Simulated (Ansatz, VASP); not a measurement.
Tl: VASP beside Ansatz

The input INCAR:

```
PREC     = Accurate       # precision mode
ENCUT    = 520            # plane-wave cutoff, eV
EDIFF    = 1E-7           # SCF threshold, eV
ISMEAR   = -1             # smearing method
SIGMA    = 0.1            # smearing width, eV
LREAL    = F              # projectors in reciprocal space
LASPH    = T              # aspherical terms in the spheres
NELM     = 60             # most SCF steps
ALGO     = Normal         # electronic algorithm
ISIF     = 2              # what is computed and relaxed
LWAVE    = F              # write WAVECAR
LCHARG   = T              # write CHGCAR
GGA      = B5             # functional
ALDAX    = 1.0          
AGGAX    = 1.0          
AGGAC    = 1.0          
ALDAC    = 0.0          
LELF     = T              # ELF
LVHAR    = T            
NBANDS   = 12             # bands
```

File KPOINTS:

```
regular mesh
0
Gamma
  11 11 11
```

The input POSCAR:

```
Tl
1.0
    3.3810558420      0.0000000000      0.0000000000
    0.0000000000      3.3810558420      0.0000000000
    0.0000000000      0.0000000000      3.3810558420
Tl
1
Direct
    0.0000000000      0.0000000000      0.0000000000
```

Input for Ansatz:

```yaml
crystal:
  lattice:
    - [3.381055842, 0.0, 0.0]
    - [0.0, 3.381055842, 0.0]
    - [0.0, 0.0, 3.381055842]
  atoms:
    - { symbol: Tl, position: [0.0, 0.0, 0.0] }
hamiltonian:
  xc: blyp
  pseudopotentials:
    kind: paw
    azcp:
      Tl: "pseudopotentials/Tl.paw.azcp"
basis:
  ecutwfc: 420
  fft_grid_basis: typed
kpoints:
  mp_grid: { grid: [11, 11, 11], shift: [0, 0, 0] }
magnetization:
  spin_polarized: false
scf:
  occupations: { method: fermi_dirac, width: 0.1 }
  lower_state_search: "off"
output:
  stress: true
  write_density: true
  write_potential: true
  elf: true
  volumetric_format: npy
```

Alike in both runs: task single point; functional BLYP; k mesh 11 × 11 × 11; occupations fermi-dirac, width 0.1 eV; no spin polarisation.

```csv
,VASP,Ansatz
version,VASP 6.6.1,Ansatz 0.2.0
potentials or method,"VASP PAW PBE potentials, release 64 (Tl_d)","plane waves (420 eV) with PAW, scalar-relativistic"
plane-wave cutoff (eV),520,420
valence electrons in the cell,13,13
```

```tsv
	VASP	Ansatz	Ansatz less VASP
pressure (GPa)	0.0	0.0	+0.01
```

The functional is the same, so the differences come from potentials, cutoffs and numerics.

Caveats: the PAW data sets were made with another functional, which shifts forces and pressure a little (VASP). Spin-orbit coupling is left out, which matters for the levels of Tl.
